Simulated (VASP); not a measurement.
# Mo (Im-3m) in VASP: notebook

The runs below take Mo through relaxation of cell and atoms, with PBE.

Program: VASP 6.6.1. These are calculated values, not measurements. Logs are shortened: lines on timing, memory, paths and dates and some standing lists are left out, and cuts for length are marked.

## 1. The structure

It takes space group Im-3m (No. 229, cubic). The conventional cell has a = 3.147 Å, b = 3.147 Å, c = 3.147 Å, α = 90.00°, β = 90.00°, γ = 90.00°. Around Mo (site symmetry m-3m) lie 8 Mo at 2.73 Å.

## 2. Relaxation of cell and atoms, PBE

Contents of INCAR:

```
ALGO = Normal ; EDIFF = 1E-7
EDIFFG = -0.15 ; ENCUT = 520
GGA = PE ; IBRION = 2
ISIF = 3 ; ISMEAR = 0
LASPH = T ; LCHARG = F
LREAL = F ; LWAVE = F
NELM = 80 ; NSW = 80
PREC = Accurate ; SIGMA = 0.1
```

Contents of KPOINTS:

```
k-points
0
Gamma
  18 18 18
```

Contents of POSCAR:

```
Mo
1.0
   -1.5734150000      1.5734150000      1.5734150000
    1.5734150000     -1.5734150000      1.5734150000
    1.5734150000      1.5734150000     -1.5734150000
Mo
1
Direct
    0.0000000000      0.0000000000      0.0000000000
```

Potentials or basis: VASP PAW PBE potentials, release 64 (Mo_sv).

Command:

```console
cat potpaw_PBE.64/Mo_sv/POTCAR > POTCAR
mpirun -np 1 vasp_std > vasp.out
```

OUTCAR:

```text
EDIFF = 1E-7
   EDIFFG = -0.15
   ENCUT = 520
   GGA = PE
   IBRION = 2
   ISIF = 3
   ISMEAR = 0
   LASPH = T
   LREAL = F
   NELM = 80
   NSW = 80
   PREC = Accurate

 ion  position               nearest neighbor table
   1  0.000  0.000  0.000-

  LATTYP: Found a body centered cubic cell.
 ALAT       =     3.1468300000

  Lattice vectors:

 A1 = (  -1.5734150000,   1.5734150000,   1.5734150000)
 A2 = (   1.5734150000,  -1.5734150000,   1.5734150000)
 A3 = (   1.5734150000,   1.5734150000,  -1.5734150000)

Analysis of symmetry for initial positions (statically):
=====================================================================
 Subroutine PRICEL returns:
 Original cell was already a primitive cell.

 Routine SETGRP: Setting up the symmetry group for a
 body centered cubic supercell.

 Subroutine GETGRP returns: Found 48 space group operations
 (whereof 48 operations were pure point group operations)
 out of a pool of 48 trial point group operations.

The static configuration has the point symmetry O_h .

Analysis of symmetry for dynamics (positions and initial velocities):
=====================================================================
 Subroutine PRICEL returns:
 Original cell was already a primitive cell.

 Routine SETGRP: Setting up the symmetry group for a
 body centered cubic supercell.

 Subroutine GETGRP returns: Found 48 space group operations
 (whereof 48 operations were pure point group operations)
 out of a pool of 48 trial point group operations.

The dynamic configuration has the point symmetry O_h .

 Subroutine INISYM returns: Found 48 space group operations
 (whereof 48 operations are pure point group operations),
 and found     1 'primitive' translations

----------------------------------------------------------------------------------------

                                     Primitive cell

  volume of cell :      15.5808

  direct lattice vectors                    reciprocal lattice vectors
    -1.573415000  1.573415000  1.573415000     0.000000000  0.317780115  0.317780115
     1.573415000 -1.573415000  1.573415000     0.317780115  0.000000000  0.317780115
     1.573415000  1.573415000 -1.573415000     0.317780115  0.317780115  0.000000000

  length of vectors
     2.725234721  2.725234721  2.725234721     0.449408949  0.449408949  0.449408949

  position of ions in fractional coordinates (direct lattice)
     0.000000000  0.000000000  0.000000000
[... 97 lines left out ...]
  volume/ion in A,a.u.               =      15.58       105.14
  Fermi-wavevector in a.u.,A,eV,Ry     =   1.579747  2.985289 33.954710  2.495601
  Thomas-Fermi vector in A             =   2.680079
   LORBIT       =      0    0 simple, 1 ext, 2 COOP (PROOUT), +10 PAW based schemes
   GGA     = PE    functional components
   LHFCALC =     F    Hartree Fock is set to
   AEXX    =    0.0000 exact exchange contribution
   IVDW    =     0    specifies the selected vdW correction
   LEPSILON=     F    determine dielectric tensor
   LRPA    =     F    only Hartree local field effects (RPA)
 conjugate gradient relaxation of ions
 non-spin polarized calculation
 Gauss-broadening in eV      SIGMA  =   0.10
  energy-cutoff  :      520.00
  volume of cell :       15.58
 maximum number of plane-waves:       432
   NGX = 11   NGY = 11   NGZ = 11

--------------------------------------- Ionic step        1  -------------------------------------------

 number of electron      14.0000001 magnetization

 Free energy of the ion-electron system (eV)
  ---------------------------------------------------
  ext. energy  EPLUGINS =         0.00000000
  ---------------------------------------------------
  free energy    TOTEN  =       -10.93204067 eV

  energy without entropy =      -10.92954842  energy(sigma->0) =      -10.93079455

------------------------ aborting loop because EDIFF is reached ----------------------------------------

  FORCE on cell =-STRESS in cart. coord.  units (eV):
  Direction    XX          YY          ZZ          XY          YZ          ZX
  --------------------------------------------------------------------------------------
  -------------------------------------------------------------------------------------
  Total        0.3888254      0.3888254      0.3888254     -0.0000000      0.0000000      0.0000000
  in kB       39.9830033     39.9830033     39.9830033     -0.0000000      0.0000000      0.0000000
  external PRESSURE =      39.9830033 kB  Pullay stress =       0.0000000 kB
[... 57 lines left out ...]
--------------------------------------- Ionic step        3  -------------------------------------------

 number of electron      14.0000004 magnetization

 Free energy of the ion-electron system (eV)
  ---------------------------------------------------
  ext. energy  EPLUGINS =         0.00000000
  ---------------------------------------------------
  free energy    TOTEN  =       -10.93490872 eV

  energy without entropy =      -10.93222925  energy(sigma->0) =      -10.93356898

 E-fermi :  12.4202     XC(G=0): -13.3236

 val. band max:       12.3981851478   @ k =   0.3889   0.1111   0.0000
 cond. band min:      12.4245755094   @ k =  -0.3889   0.4444   0.2778
 fundamental gap:      0.0263903616
 Fermi energy:        12.4201678903

 k-point     1 :       0.0000    0.0000    0.0000
  band No.  band energies     occupation
      1     -48.8765      2.00000
      2     -22.1697      2.00000
      3     -22.1697      2.00000
      4     -22.1697      2.00000
      5       5.2068      2.00000
      6      11.0617      2.00000
      7      11.0617      2.00000
      8      11.0617      2.00000
      9      14.0437      0.00000
     10      14.0437      0.00000
     11      27.2169      0.00000
[... 309 lines left out ...]
 k-point    24 :       0.3889    0.1111    0.0000
  band No.  band energies     occupation
      1     -48.6242      2.00000
      2     -23.4343      2.00000
      3     -22.6377      2.00000
      4     -22.2389      2.00000
      5       7.5569      2.00000
      6       9.2116      2.00000
      7      12.3982      1.24411
      8      13.9433      0.00000
      9      15.0577      0.00000
     10      17.7061      0.00000
     11      23.9571      0.00000

 [... further k-points ...]

------------------------ aborting loop because EDIFF is reached ----------------------------------------

  FORCE on cell =-STRESS in cart. coord.  units (eV):
  Direction    XX          YY          ZZ          XY          YZ          ZX
  --------------------------------------------------------------------------------------
  -------------------------------------------------------------------------------------
  Total       -0.0056099     -0.0056099     -0.0056099      0.0000000      0.0000000      0.0000000
  in kB       -0.5681974     -0.5681974     -0.5681974      0.0000000      0.0000000      0.0000000
  external PRESSURE =      -0.5681974 kB  Pullay stress =       0.0000000 kB
[... 16 lines left out ...]
  FREE ENERGIE OF THE ION-ELECTRON SYSTEM (eV)
  ---------------------------------------------------
  free  energy   TOTEN  =       -10.9349087173 eV

  energy  without entropy=      -10.9322292489  energy(sigma->0) =      -10.93356898

 reached required accuracy - stopping structural energy minimisation
```

OSZICAR:

```text
N       E                     dE             d eps       ncg     rms          rms(c)
DAV:   1     0.895179646243E+02    0.89518E+02   -0.83313E+03  4333   0.130E+03
[... 23 lines left out ...]
DAV:   2    -0.109541480305E+02    0.27325E+00   -0.56368E-01  4401   0.960E+00    0.984E-01
DAV:   3    -0.109329117633E+02    0.21236E-01   -0.86191E-02  4625   0.365E+00    0.103E+00
DAV:   4    -0.109348475041E+02   -0.19357E-02   -0.12494E-03  4469   0.428E-01    0.128E-01
DAV:   5    -0.109349128560E+02   -0.65352E-04   -0.22874E-04  4841   0.189E-01    0.149E-02
DAV:   6    -0.109349088811E+02    0.39748E-05   -0.38356E-06  4527   0.274E-02    0.240E-03
DAV:   7    -0.109349086723E+02    0.20885E-06   -0.31025E-08  3126   0.256E-03    0.400E-04
DAV:   8    -0.109349087173E+02   -0.45031E-07   -0.33663E-09  2333   0.845E-04
   3 F= -.10934909E+02 E0= -.10933569E+02  d E =-.286805E-02
```

Run time: 55 s. Hardware: 1 thread of Intel Xeon Platinum 8259CL at 2.50GHz (Skylake/Cascade Lake), shared host; peak memory 0.15 GiB.

Results:

- Free energy: -10.9349 eV
- Relaxed volume: 15.82 Å³/atom
- Relaxed cell: a = 2.739 Å, b = 2.739 Å, c = 2.739 Å, α = 109.47°, β = 109.47°, γ = 109.47°
- Space group after relaxing (to 0.05 Å): Im-3m (No. 229)
- Energy gained by relaxing: 2.9 meV/atom
- Ionic steps: 3
- Pressure after relaxing: -0.1 GPa
- Band gap on the k mesh: none (metal or under the smearing width)

Step by step:
```
step  energy change (eV)  largest force (eV/Å)  pressure (GPa)  volume (Å³)
   1              0.0000                0.0000            4.00        15.58
   2              0.0178                0.0000           -9.69        16.47
   3             -0.0029                0.0000           -0.06        15.82
```

Final structure:
```yaml
crystal:
  lattice:
    - [-1.58137, 1.58137, 1.58137]
    - [1.58137, -1.58137, 1.58137]
    - [1.58137, 1.58137, -1.58137]
  atoms:
    - { symbol: Mo, position: [0.00000, 0.00000, 0.00000] }
```

Caveat: the relaxation stopped at a loose force limit of 0.15 eV/Å, so its end isn't a converged minimum.

## 3. Relaxation of cell and atoms, PBE

This run uses another cell than the first one, of 15.82 Å³/atom, 1.015 times its volume.

INCAR is that of step 2.

KPOINTS is that of step 2.

Contents of POSCAR:

```
Mo                                      
1.0
   -1.5813737790      1.5813737790      1.5813737790
    1.5813737790     -1.5813737790      1.5813737790
    1.5813737790      1.5813737790     -1.5813737790
  Mo            
     1
Direct
     0.0000000000000000    0.0000000000000000    0.0000000000000000
```

Potentials or basis: VASP PAW PBE potentials, release 64 (Mo_sv).

Command:

```console
cat potpaw_PBE.64/Mo_sv/POTCAR > POTCAR
mpirun -np 1 vasp_std > vasp.out
```

OUTCAR:

```text
EDIFF = 1E-7
   EDIFFG = -0.15
   ENCUT = 520
   GGA = PE
   IBRION = 2
   ISIF = 3
   ISMEAR = 0
   LASPH = T
   LREAL = F
   NELM = 80
   NSW = 80
   PREC = Accurate

 ion  position               nearest neighbor table
   1  0.000  0.000  0.000-

  LATTYP: Found a body centered cubic cell.
 ALAT       =     3.1627475580

  Lattice vectors:

 A1 = (  -1.5813737790,   1.5813737790,   1.5813737790)
 A2 = (   1.5813737790,  -1.5813737790,   1.5813737790)
 A3 = (   1.5813737790,   1.5813737790,  -1.5813737790)

Analysis of symmetry for initial positions (statically):
=====================================================================
 Subroutine PRICEL returns:
 Original cell was already a primitive cell.

 Routine SETGRP: Setting up the symmetry group for a
 body centered cubic supercell.

 Subroutine GETGRP returns: Found 48 space group operations
 (whereof 48 operations were pure point group operations)
 out of a pool of 48 trial point group operations.

The static configuration has the point symmetry O_h .

Analysis of symmetry for dynamics (positions and initial velocities):
=====================================================================
 Subroutine PRICEL returns:
 Original cell was already a primitive cell.

 Routine SETGRP: Setting up the symmetry group for a
 body centered cubic supercell.

 Subroutine GETGRP returns: Found 48 space group operations
 (whereof 48 operations were pure point group operations)
 out of a pool of 48 trial point group operations.

The dynamic configuration has the point symmetry O_h .

 Subroutine INISYM returns: Found 48 space group operations
 (whereof 48 operations are pure point group operations),
 and found     1 'primitive' translations

----------------------------------------------------------------------------------------

[... 116 lines left out ...]
   LHFCALC =     F    Hartree Fock is set to
   AEXX    =    0.0000 exact exchange contribution
   IVDW    =     0    specifies the selected vdW correction
   LEPSILON=     F    determine dielectric tensor
   LRPA    =     F    only Hartree local field effects (RPA)
 conjugate gradient relaxation of ions
 non-spin polarized calculation
 Gauss-broadening in eV      SIGMA  =   0.10
  energy-cutoff  :      520.00
  volume of cell :       15.82
 maximum number of plane-waves:       440
   NGX = 11   NGY = 11   NGZ = 11

 number of electron      14.0000004 magnetization

 Free energy of the ion-electron system (eV)
  ---------------------------------------------------
  ext. energy  EPLUGINS =         0.00000000
  ---------------------------------------------------
  free energy    TOTEN  =       -10.93501354 eV

  energy without entropy =      -10.93233417  energy(sigma->0) =      -10.93367386

 E-fermi :  12.4201     XC(G=0): -13.3236

 val. band max:       12.3981754717   @ k =   0.3889   0.1111  -0.0000
 cond. band min:      12.4245351444   @ k =  -0.3889   0.4444   0.2778
 fundamental gap:      0.0263596728
 Fermi energy:        12.4201366133

 k-point     1 :       0.0000    0.0000    0.0000
  band No.  band energies     occupation
      1     -48.8766      2.00000
      2     -22.1697      2.00000
      3     -22.1697      2.00000
      4     -22.1697      2.00000
      5       5.2069      2.00000
      6      11.0617      2.00000
      7      11.0617      2.00000
      8      11.0617      2.00000
      9      14.0437      0.00000
     10      14.0437      0.00000
     11      27.2169      0.00000
[... 309 lines left out ...]
 k-point    24 :       0.3889    0.1111   -0.0000
  band No.  band energies     occupation
      1     -48.6243      2.00000
      2     -23.4343      2.00000
      3     -22.6377      2.00000
      4     -22.2389      2.00000
      5       7.5569      2.00000
      6       9.2115      2.00000
      7      12.3982      1.24388
      8      13.9432      0.00000
      9      15.0576      0.00000
     10      17.7061      0.00000
     11      23.9571      0.00000

 [... further k-points ...]

------------------------ aborting loop because EDIFF is reached ----------------------------------------

  FORCE on cell =-STRESS in cart. coord.  units (eV):
  Direction    XX          YY          ZZ          XY          YZ          ZX
  --------------------------------------------------------------------------------------
  -------------------------------------------------------------------------------------
  Total       -0.0060374     -0.0060374     -0.0060374     -0.0000000      0.0000000      0.0000000
  in kB       -0.6114974     -0.6114974     -0.6114974     -0.0000000      0.0000000      0.0000000
  external PRESSURE =      -0.6114974 kB  Pullay stress =       0.0000000 kB

 VOLUME and BASIS-vectors are now :
 -----------------------------------------------------------------------------
  energy-cutoff  :      520.00
  volume of cell :       15.82
      direct lattice vectors                 reciprocal lattice vectors
    -1.581373779  1.581373779  1.581373779     0.000000000  0.316180783  0.316180783
     1.581373779 -1.581373779  1.581373779     0.316180783  0.000000000  0.316180783
     1.581373779  1.581373779 -1.581373779     0.316180783  0.316180783  0.000000000

 POSITION                                       TOTAL-FORCE (eV/Angst)
 -----------------------------------------------------------------------------------
      0.00000      0.00000      0.00000        -0.000000     -0.000000      0.000000
 -----------------------------------------------------------------------------------
    total drift:                                0.000000     -0.000000      0.000000

  FREE ENERGIE OF THE ION-ELECTRON SYSTEM (eV)
  ---------------------------------------------------
  free  energy   TOTEN  =       -10.9350135393 eV

  energy  without entropy=      -10.9323341725  energy(sigma->0) =      -10.93367386

 reached required accuracy - stopping structural energy minimisation
```

OSZICAR:

```text
N       E                     dE             d eps       ncg     rms          rms(c)
DAV:   1     0.912145021675E+02    0.91215E+02   -0.83474E+03  4314   0.131E+03
DAV:   2    -0.102284387978E+02   -0.10144E+03   -0.98008E+02  4716   0.341E+02
DAV:   3    -0.115984705279E+02   -0.13700E+01   -0.13582E+01  4949   0.397E+01
DAV:   4    -0.116021542445E+02   -0.36837E-02   -0.36832E-02  4728   0.238E+00
DAV:   5    -0.116021736989E+02   -0.19454E-04   -0.19453E-04  4980   0.171E-01    0.143E+01
DAV:   6    -0.110168742139E+02    0.58530E+00   -0.10542E+00  4644   0.124E+01    0.380E+00
DAV:   7    -0.109386539922E+02    0.78220E-01   -0.21032E-01  5026   0.516E+00    0.959E-01
DAV:   8    -0.109349328359E+02    0.37212E-02   -0.42560E-03  4473   0.923E-01    0.189E-01
DAV:   9    -0.109350028920E+02   -0.70056E-04   -0.10544E-04  5089   0.143E-01    0.767E-02
DAV:  10    -0.109350134788E+02   -0.10587E-04   -0.11698E-05  4539   0.449E-02    0.784E-03
DAV:  11    -0.109350135393E+02   -0.60501E-07   -0.29701E-07  5139   0.586E-03
   1 F= -.10935014E+02 E0= -.10933674E+02  d E =-.109350E+02
```

Wall time 23 s (1 thread of Intel Xeon Platinum 8259CL at 2.50GHz (Skylake/Cascade Lake), shared host); peak memory 0.15 GiB.

Results:

```yaml
Free_energy: -10.9350 eV
Pressure_after_relaxing: -0.1 GPa
Band_gap_on_the_k_mesh: none (metal or under the smearing width)
```

Final structure:
```
Mo
1.0
    -1.58137    1.58137    1.58137
     1.58137   -1.58137    1.58137
     1.58137    1.58137   -1.58137
Mo
1
Direct
  0.00000 0.00000 0.00000
```

Levels at points of the mesh, in eV from the Fermi level:
| k point | band 5 | band 6 | band 7 | band 8 | band 9 | band 10 |
| --- | --- | --- | --- | --- | --- | --- |
| (0.00, 0.00, 0.00) | -7.21 | -1.36 | -1.36 | -1.36 | 1.62 | 1.62 |
| (0.50, 0.00, 0.00) | -5.27 | -3.36 | 1.56 | 1.64 | 2.26 | 4.64 |
| (0.50, 0.50, 0.50) | -5.36 | -5.36 | 3.90 | 3.90 | 3.90 | 8.96 |

Caveat: the relaxation stopped at its first step, so nothing moved; the relaxation stopped at a loose force limit of 0.15 eV/Å, so its end isn't a converged minimum.
